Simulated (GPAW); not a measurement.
# TiC (Fm-3m) in GPAW: a series of runs, part 2 of 2

GPAW 26.7.0.

**3. Equation of state, RPBE+D3**

Input file run.py:

```python
from ase.calculators.mixing import SumCalculator
from ase.eos import EquationOfState
from ase.io import Trajectory, read
from ase.units import GPa
from dftd3.ase import DFTD3
from gpaw import GPAW, PW

atoms = read('TiC.xyz')

traj = Trajectory('eos.traj', 'w')
volumes, energies = [], []
for x in [0.94, 0.96, 0.98, 1.0, 1.02, 1.04, 1.06]:
    a = atoms.copy()
    a.set_cell(atoms.cell * x**(1 / 3), scale_atoms=True)
    calc = GPAW(mode=PW(800),
                xc='RPBE',
                kpts={'size': (9, 9, 9), 'gamma': True},
                occupations={'name': 'fermi-dirac', 'width': 0.05},
                nbands=18,
                convergence={'density': 1e-05, 'energy': 1e-05},
                maxiter=150,
                txt=f'eos-{x:.2f}.txt')
    a.calc = SumCalculator([calc, DFTD3(method='rpbe', damping='d3zero')])
    energies.append(a.get_potential_energy())
    volumes.append(a.get_volume())
    p = -a.get_stress()[:3].mean() / GPa
    calc.write(f'eos-{x:.2f}.gpw')
    traj.write(a)
    print(f'{x:.2f} {volumes[-1]:10.4f} A^3 {energies[-1]:14.6f} eV {p:9.3f} GPa', flush=True)

v0, e0, B = EquationOfState(volumes, energies, eos='birchmurnaghan').fit()
print(f'V0 = {v0:.4f} A^3, E0 = {e0:.6f} eV, B0 = {B / GPa:.2f} GPa')
```

Input file TiC.xyz:

```xyz
2
Lattice="0.0000000000 2.1657188437 2.1657188437 2.1657188437 0.0000000000 2.1657188437 2.1657188437 2.1657188437 0.0000000000" Properties=species:S:1:pos:R:3 pbc="T T T"
Ti     0.0000000000      0.0000000000      0.0000000000
C      2.1657188437      2.1657188437      2.1657188437
```

Potentials or basis: the program's PAW data sets (release 1.2.1) made for this functional, pw.

On the command line:

```bash
> OMP_NUM_THREADS=1 python run.py
```

The log of the run:

```text
__  _  _
 | _ |_)|_||  |
 |__||  | ||/\| - 26.7.0

Input parameters:
  mode=PW(ecut=800.0),
  convergence={'density': 1e-05, 'energy': 1e-05},
  kpts=MonkhorstPack(size=(9, 9, 9), gamma=True),
  maxiter=150,
  nbands=18,
  occupations=Occupations(name='fermi-dirac', width=0.05),
  xc=XC(name='RPBE')

Diagonalizing LCAO Hamiltonian
Converting LCAO to pw mode

              C

       Ti

Atoms  # Å, Bohr magnetons
|   | symbol |        x |        y |        z |    initial magnetic moments |
|---|--------|----------|----------|----------|-----------------------------|
| 0 |     Ti | 0.000000 | 0.000000 | 0.000000 | ( 0.0000,  0.0000,  0.0000) |
| 1 |      C | 2.121508 | 2.121508 | 2.121508 | ( 0.0000,  0.0000,  0.0000) |

Unit cell  # Å
| periodic |        x |        y |        z |  lengths |    angles |
|----------|----------|----------|----------|----------|-----------|
|      yes | 0.000000 | 2.121508 | 2.121508 | 3.000266 | 60.000000 |
|      yes | 2.121508 | 0.000000 | 2.121508 | 3.000266 | 60.000000 |
|      yes | 2.121508 | 2.121508 | 0.000000 | 3.000266 | 60.000000 |

Number of symmetries: 48
Symmetry operations  # r_c * U_cc + t_c -> r_c
|    | kind |            matrix            |
|----|------|------------------------------|
|  0 |  σ   |  1, 0, 0,  1, 0,-1,  1,-1, 0 |
|  1 |  C2  |  1, 0, 0,  1,-1, 0,  1, 0,-1 |
|  2 |  E   |  1, 0, 0,  0, 1, 0,  0, 0, 1 |
|  3 |  σ   |  1, 0, 0,  0, 0, 1,  0, 1, 0 |
|  4 |  C4  |  1, 0,-1,  1, 0, 0,  1,-1, 0 |
|  5 |  S6  |  1, 0,-1,  1,-1, 0,  1, 0, 0 |
|  6 |  σ   |  1, 0,-1,  0, 1,-1,  0, 0,-1 |
|  7 |  C3  |  1, 0,-1,  0, 0,-1,  0, 1,-1 |
|  8 |  S6  |  1,-1, 0,  1, 0, 0,  1, 0,-1 |
|  9 |  C4  |  1,-1, 0,  1, 0,-1,  1, 0, 0 |
| 10 |  C3  |  1,-1, 0,  0,-1, 1,  0,-1, 0 |
| 11 |  σ   |  1,-1, 0,  0,-1, 0,  0,-1, 1 |
| 12 |  σ   |  0, 1, 0,  1, 0, 0,  0, 0, 1 |
| 13 |  C4  |  0, 1, 0,  0, 1,-1, -1, 1, 0 |
| 14 |  C3  |  0, 1, 0,  0, 0, 1,  1, 0, 0 |
| 15 |  S6  |  0, 1, 0, -1, 1, 0,  0, 1,-1 |
| 16 |  C2  |  0, 1,-1,  1, 0,-1,  0, 0,-1 |
| 17 |  σ   |  0, 1,-1,  0, 1, 0, -1, 1, 0 |
| 18 |  S4  |  0, 1,-1,  0, 0,-1,  1, 0,-1 |
| 19 |  C4  |  0, 1,-1, -1, 1, 0,  0, 1, 0 |
| 20 |  C3  |  0, 0, 1,  1, 0, 0,  0, 1, 0 |
| 21 |  σ   |  0, 0, 1,  0, 1, 0,  1, 0, 0 |
| 22 |  S6  |  0, 0, 1,  0,-1, 1, -1, 0, 1 |
| 23 |  C4  |  0, 0, 1, -1, 0, 1,  0,-1, 1 |
| 24 |  S4  |  0, 0,-1,  1, 0,-1,  0, 1,-1 |
| 25 |  C3  |  0, 0,-1,  0, 1,-1,  1, 0,-1 |
| 26 |  C2  |  0, 0,-1,  0,-1, 0, -1, 0, 0 |
| 27 |  S6  |  0, 0,-1, -1, 0, 0,  0,-1, 0 |
| 28 |  S4  |  0,-1, 1,  1,-1, 0,  0,-1, 0 |
| 29 |  C4  |  0,-1, 1,  0, 0, 1, -1, 0, 1 |
| 30 |  C2  |  0,-1, 1,  0,-1, 0,  1,-1, 0 |
| 31 |  σ   |  0,-1, 1, -1, 0, 1,  0, 0, 1 |
| 32 |  C3  |  0,-1, 0,  1,-1, 0,  0,-1, 1 |
| 33 |  S6  |  0,-1, 0,  0, 0,-1, -1, 0, 0 |
| 34 |  S4  |  0,-1, 0,  0,-1, 1,  1,-1, 0 |
| 35 |  C2  |  0,-1, 0, -1, 0, 0,  0, 0,-1 |
| 36 |  C2  | -1, 1, 0,  0, 1, 0,  0, 1,-1 |
| 37 |  S6  | -1, 1, 0,  0, 1,-1,  0, 1, 0 |
| 38 |  S4  | -1, 1, 0, -1, 0, 1, -1, 0, 0 |
| 39 |  C3  | -1, 1, 0, -1, 0, 0, -1, 0, 1 |
| 40 |  S6  | -1, 0, 1,  0, 0, 1,  0,-1, 1 |
| 41 |  C2  | -1, 0, 1,  0,-1, 1,  0, 0, 1 |
| 42 |  C3  | -1, 0, 1, -1, 1, 0, -1, 0, 0 |
| 43 |  S4  | -1, 0, 1, -1, 0, 0, -1, 1, 0 |
| 44 |  C2  | -1, 0, 0,  0, 0,-1,  0,-1, 0 |
| 45 |  i   | -1, 0, 0,  0,-1, 0,  0, 0,-1 |
| 46 |  σ   | -1, 0, 0, -1, 1, 0, -1, 0, 1 |
| 47 |  C2  | -1, 0, 0, -1, 0, 1, -1, 1, 0 |

BZ-sampling:
  Number of BZ points: 729
  Number of IBZ points: 35

  Monkhorst-Pack size: [9, 9, 9]
  Monkhorst-Pack shift: [0, 0, 0]

K-points  # in reciprocal-cell coordinates
|     |                                coordinates |     weight |
|-----|--------------------------------------------|------------|
|   0 | (  0.00000000,   0.00000000,   0.00000000) | 0.00137174 |
|   1 | (  0.11111111,   0.11111111,   0.00000000) | 0.00823045 |
|   2 | (  0.11111111,   0.11111111,   0.11111111) | 0.01097394 |
|   3 | (  0.22222222,   0.11111111,   0.11111111) | 0.01646091 |
|   4 | (  0.22222222,   0.22222222,   0.00000000) | 0.00823045 |
|   5 | (  0.22222222,   0.22222222,   0.11111111) | 0.03292181 |
|   6 | (  0.22222222,   0.22222222,   0.22222222) | 0.01097394 |
|   7 | (  0.33333333,   0.22222222,   0.11111111) | 0.03292181 |
|   8 | (  0.33333333,   0.22222222,   0.22222222) | 0.03292181 |
|   9 | (  0.33333333,   0.33333333,  -0.33333333) | 0.01646091 |
| ... |                                            |            |
|  34 | (  0.44444444,   0.44444444,   0.44444444) | 0.01097394 |

Plane wave coefficients: 1002
Cutoff: 800.0 eV

Spin-components: 1 (collinear spins)
Bands:           18
Projectors:      11
Spin-degeneracy: 2
Datatype:        complex128

Parallelization:
  kpt:    1
  domain: 1
  band:   1

Density:
  Valence electrons: 16.0
  Components: 1
  Grid points: [20 20 20]
  Charge: 0.0  # |e|

Potential:
  Grid points: [20 20 20]

species:
  Ti:
    name:    Titanium
    Z:       22.0
    valence: 12
    core:    10
    charge:  0.0  # [|e|]
    compensation charges:
      type: gauss
      rc: 0.38  # [Å]
      lmax: 2
    cutoffs:
      filter: 2.23  # [Å]
      core: 1.02  # [Å]
    projectors
    | kind |    occ | energy [eV] | rcut [Å] |
    |------|--------|-------------|----------|
    |   3s |  2.000 |     -62.726 |    1.270 |
    |   4s |  2.000 |      -4.420 |    1.270 |
    |   3p |  6.000 |     -38.898 |    1.058 |
    |   4p |  0.000 |      -1.472 |    1.058 |
    |   3d |  2.000 |      -4.207 |    1.058 |
    |    d |        |      23.004 |    1.058 |

    Using partial waves for Ti as LCAO basis

  C:
    name:    Carbon
    Z:       6.0
    valence: 4
    core:    2
    charge:  0.0  # [|e|]
    compensation charges:
      type: gauss
      rc: 0.20  # [Å]
      lmax: 2
    cutoffs:
      filter: 1.14  # [Å]
      core: 1.14  # [Å]
    projectors
    | kind |    occ | energy [eV] | rcut [Å] |
    |------|--------|-------------|----------|
    |   2s |  2.000 |     -13.815 |    0.635 |
    |   2p |  2.000 |      -5.254 |    0.635 |
    |    s |        |      13.396 |    0.635 |
    |    p |        |      21.957 |    0.635 |
    |    d |        |       0.000 |    0.635 |

    Using partial waves for C as LCAO basis

Reference energy: -24258.137891  # eV

eigensolver:
  PPCG
  Converge bands: occupied
  niter=2

density mixing:
  MSR1-Mixer
  Pratt-step length: 0.05
  Maximum mixing coefficient: 0.75
  Old densities: 10
  SVD Regularization: 0.005
  Good broyden scale: 1.0
  Trust region scale: 1.0
  Backstep threshold: 4.0
  History deletion threshold: 6.0
  Fourier metric: weight=20.0, sigma=0.015

occupation numbers:
  Fermi-Dirac:
    width: 0.0500  # eV

poisson solver:
  ecut: 6400.0  # eV

xc functional:
  name: RPBE with 2 nearest neighbor stencil

convergence criteria:
[... 6 lines left out ...]
|iter     | |      energy | eigst |  dens |
|---------|-|-------------|-------|-------|
|iter:   1| |  -18.821370 | -0.34 |       |
|iter:   2| |  -18.000801 | -2.50 | -0.80 |
|iter:   3| |  -16.529990 | -1.30 | -0.88 |
|iter:   4| |  -16.525300 | -2.82 | -1.61 |
|iter:   5| |  -16.539164 | -3.22 | -1.82 |
|iter:   6| |  -16.539138 | -4.01 | -2.45 |
|iter:   7| |  -16.539147c| -6.09 | -3.39 |
|iter:   8| |  -16.539151c| -6.58 | -3.77 |
|iter:   9| |  -16.539151c| -8.18c| -4.54 |
|iter:  10| |  -16.539151c| -8.27c| -5.23c|

Converged in 10 steps
Energy contributions relative to reference atoms: (reference = -24258.137891)

Energy contributions:
  Kinetic:          23.959880
  Coulomb:         -23.573449
  Zero:              0.121457
  External:          0.000000
  Xc:              -17.045823
  Entropy:          -0.002432
  Spinorbit:         0.000000
  ----------------------------
  Free energy:     -16.540367
  Extrapolated:    -16.539151

dipole moment: (-13.532424, -13.532424, -13.532424)  # |e|*Ang

Fermi level: 11.106
Eigenvalues  # (at kpt = [0.000, 0.000, 0.000])
| band index |      eig [eV] | occ [0-2] |
|------------|---------------|-----------|
|          0 |       -45.399 |     2.000 |
|          1 |       -21.340 |     2.000 |
|          2 |       -21.340 |     2.000 |
|          3 |       -21.340 |     2.000 |
|          4 |        -1.616 |     2.000 |
|          5 |        11.854 |     0.000 |
|          6 |        11.854 |     0.000 |
|          7 |        11.854 |     0.000 |
|          8 |        12.867 |     0.000 |
|          9 |        12.867 |     0.000 |
|         10 |        12.867 |     0.000 |
|         11 |        12.978 |     0.000 |
|         12 |        12.978 |     0.000 |
|        ... |               |           |
|         17 |        31.774 |     0.000 |

No gap
No difference between direct/indirect transitions

Stress tensor  # eV/Ang^3
|         x |         y |         z |
|-----------|-----------|-----------|
| -0.149701 |  0.000000 |  0.000000 |
|  0.000000 | -0.149701 | -0.000000 |
|  0.000000 | -0.000000 | -0.149701 |

# Writing to eos-0.94.gpw (mode='')
```

Wall time 78 s (1 thread of Arm Neoverse V2, shared host); peak memory 0.24 GiB.

Results:

```
Equilibrium volume                      : 10.08 Å³/atom
Bulk modulus                            : 250 GPa
Pressure derivative of the bulk modulus : 4.1
```

Energy against volume, from the lowest point:
| volume (Å³/atom) | energy (meV/atom) |
| --- | --- |
| 9.548 | 23.68 |
| 9.752 | 8.45 |
| 9.955 | 0.81 |
| 10.158 | 0.00 |
| 10.361 | 5.28 |
| 10.564 | 16.11 |
| 10.767 | 32.01 |

**4. Equation of state, RPBE+D3(BJ)**

run.py: that of step 3 with these lines changed.

```diff
@@ -2,3 +2,4 @@
 from ase.eos import EquationOfState
-from ase.io import Trajectory, read
+from ase.io import Trajectory
+from ase.spacegroup import crystal
 from ase.units import GPa
@@ -7,3 +8,10 @@
 
-atoms = read('TiC.xyz')
+# Ti 4a
+# C 4b
+atoms = crystal(['Ti', 'C'],
+                basis=[[0.0, 0.0, 0.0],
+                       [0.5, 0.0, 0.0]],
+                spacegroup=225, setting=1,  # Fm-3m
+                cellpar=[4.33143769, 4.33143769, 4.33143769, 90.0, 90.0, 90.0],
+                primitive_cell=True)
 
@@ -22,3 +30,3 @@
                 txt=f'eos-{x:.2f}.txt')
-    a.calc = SumCalculator([calc, DFTD3(method='rpbe', damping='d3zero')])
+    a.calc = SumCalculator([calc, DFTD3(method='rpbe', damping='d3bj')])
     energies.append(a.get_potential_energy())
```

On the command line:

```bash
> OMP_NUM_THREADS=1 python run.py
```

Wall time 78 s (1 thread of Arm Neoverse V2, shared host); peak memory 0.21 GiB.

Results (log left out):

```yaml
Equilibrium_volume: "8.94 Å³/atom (rough: see the caveat)"
Bulk_modulus: 345 GPa (rough)
```

Energy against volume, from the lowest point:
| volume (Å³/atom) | energy (meV/atom) |
| --- | --- |
| 9.548 | 0.00 |
| 9.752 | 28.71 |
| 9.955 | 63.78 |
| 10.158 | 104.51 |
| 10.361 | 150.24 |
| 10.564 | 200.47 |
| 10.767 | 254.78 |

Caveat: the minimum lies outside the volumes run.

**5. Overview**

| level | potentials or basis | V0 of scaled cells (Å³/atom) | B0 (GPa) |
| --- | --- | --- | --- |
| PBE+D4 | GPAW PAW data sets (gpaw-data 1.2.1), pw | 10.02 | 265 |
| RPBE+D3 | the program's PAW data sets (release 1.2.1) made for this functional, pw | 10.08 | 250 |
| RPBE+D3(BJ) | the program's PAW data sets (release 1.2.1) made for this functional, pw | - | - |

Alike in all rows: task equation of state; no spin polarisation; cell as given; k mesh 9 × 9 × 9; cutoff (eV) 800; smearing fermi-dirac 0.05 eV.

Caveats: the minimum lies outside the volumes run (some runs).

Absolute energies hang on the potentials; compare differences alone.
